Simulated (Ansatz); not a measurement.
# MgTe: the cost of one run

Computed with Ansatz 0.2.0 (DFT PBE, scalar-relativistic, plane waves, PAW, unless a step's input says otherwise).

3 further runs of the same task are left out: 3 set aside as unsound or not needed.

## (1) Starting point

Symmetry: P6_3mc, No. 186, hexagonal system. Conventional cell: a = 4.610 Å, b = 4.610 Å, c = 7.496 Å, α = 90.00°, β = 90.00°, γ = 120.00°. Around Mg (site symmetry 3m) lie 4 Te at 2.82 Å. Te (site symmetry 3m) has 4 Mg at 2.82 Å as nearest neighbours.

Structure file:

```cif
data_structure
_symmetry_space_group_name_H-M 'P 1'
_symmetry_Int_Tables_number 1
_cell_length_a 4.6102
_cell_length_b 4.6102
_cell_length_c 7.4963
_cell_angle_alpha 90.000
_cell_angle_beta 90.000
_cell_angle_gamma 120.000
_cell_volume 137.98
loop_
_atom_site_label
_atom_site_type_symbol
_atom_site_fract_x
_atom_site_fract_y
_atom_site_fract_z
_atom_site_occupancy
Mg1 Mg 0.33333 0.66667 0.99671 1
Mg2 Mg 0.66667 0.33333 0.49671 1
Te1 Te 0.33333 0.66667 0.37329 1
Te2 Te 0.66667 0.33333 0.87329 1
```

It goes back to an entry of the Materials Project, which need not be the stable form.

This cell was relaxed beforehand with the same method: volume 34.49 Å³/atom, gap on the mesh 2.37 eV.

The unstrained cell was computed beforehand with the same settings: E(σ→0) = -17811.0500 eV for 4 atoms, gap 2.37 eV over the zone.

## (2) Strain -2.0 %

File input.yaml:

```yaml
crystal:
  lattice:
    - [4.5179629516, 0.0, 0.0]
    - [-2.2589814758, 3.9126706894, 0.0]
    - [0.0, 0.0, 7.3463284958]
  atoms:
    - { symbol: Mg, position: [0.3333333333, 0.6666666667, 0.9967051475] }
    - { symbol: Mg, position: [0.6666666667, 0.3333333333, 0.4967051475] }
    - { symbol: Te, position: [0.3333333333, 0.6666666667, 0.3732948525] }
    - { symbol: Te, position: [0.6666666667, 0.3333333333, 0.8732948525] }
basis:
  ecutwfc: 420
kpoints:
  mp_grid: { grid: [6, 6, 4] }
hamiltonian:
  xc: pbe
scf:
  occupations: { method: gaussian, width: 0.02 }
output:
  forces: true
  stress: true
  eigenvalues: true
  write_density: true
  write_potential: true
  elf: true
  volumetric_format: npy
relax:
  adjacent_minimum: "off"
  f_tol: 0.008
  max_steps: 40
```

The run is started by

```
> ansatz run input.yaml --threads 1 --pin off --max-ram 2560MiB --backend cpu --events-out ev --progress --plain --runs-dir out
```

What time and memory should one allow on 1 thread of Arm Neoverse V2, shared host?

About 13 s, with a peak of 0.36 GiB.
